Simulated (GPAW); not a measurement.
Runs of GPAW 26.7.0 on AlRu. It takes space group Pm-3m (No. 221, cubic). Conventional cell: a = 2.992 Å, b = 2.992 Å, c = 2.992 Å, α = 90.00°, β = 90.00°, γ = 90.00°. Ru (site symmetry m-3m) has 8 Al at 2.59 Å as nearest neighbours. Around Al (site symmetry m-3m) lie 8 Ru at 2.59 Å. 

```csv
task,level,potentials or basis,spin,cell,k mesh,band path,band points,spin axis theta (degrees),spin axis phi (degrees),soc after scf,gap on the mesh (eV),pressure (GPa),relaxed volume (Å³/atom)
band structure,PBEsol,"PAW data sets generated in the run's folder for this functional, pw","SOC, no magnetisation",as given,7 × 7 × 7,"GXMGRX,MR",60,0,0,second variation,-,-2.5,-
band structure,revPBE,"the program's PAW data sets (release 1.2.1) made for this functional, pw",off,as given,9 × 9 × 9,"GXMGRX,MR",80,-,-,-,-,(b),-
band structure,PBEsol,"PAW data sets generated in the run's folder for this functional, pw",off,as given,9 × 9 × 9,"GXMGRX,MR",100,-,-,-,-,(a),-
band structure,LDA,"the program's PAW data sets (release 1.2.1) made for this functional, pw",off,as given,9 × 9 × 9,"GXMGRX,MR",100,-,-,-,-,-7.6,-
relaxation of cell and atoms,PBE,"GPAW PAW data sets (gpaw-data 1.2.1), pw",off,relaxed,9 × 9 × 9,-,-,-,-,-,none,-0.1,13.60
relaxation of cell and atoms,LDA,"the program's PAW data sets (release 1.2.1) made for this functional, pw",off,relaxed,9 × 9 × 9,-,-,-,-,-,none,0.2,12.91
relaxation of cell and atoms,RPBE,"the program's PAW data sets (release 1.2.1) made for this functional, pw",off,relaxed,9 × 9 × 9,-,-,-,-,-,none,0.2,(c)
relaxation of cell and atoms,revPBE,"the program's PAW data sets (release 1.2.1) made for this functional, pw",off,relaxed,9 × 9 × 9,-,-,-,-,-,none,0.1,13.77
```

Alike in all rows: cutoff (eV) 600; smearing fermi-dirac 0.05 eV.

Question: Estimate the missing entries.

Answer: (a) -2.6; (b) 6.0; (c) 13.83.

Caveats: later steps reuse the first step's grids (some runs); spin-orbit coupling was added after a scalar SCF, so levels and gaps hold it while energy, forces, pressure and moments don't (some runs); this program's spin-orbit splittings come out too wide for heavy elements (some runs).

A k mesh can miss the band edges, and rows without SOC leave out spin-orbit coupling on Ru.

A gap of «none» marks a metal or a gap under the smearing width.
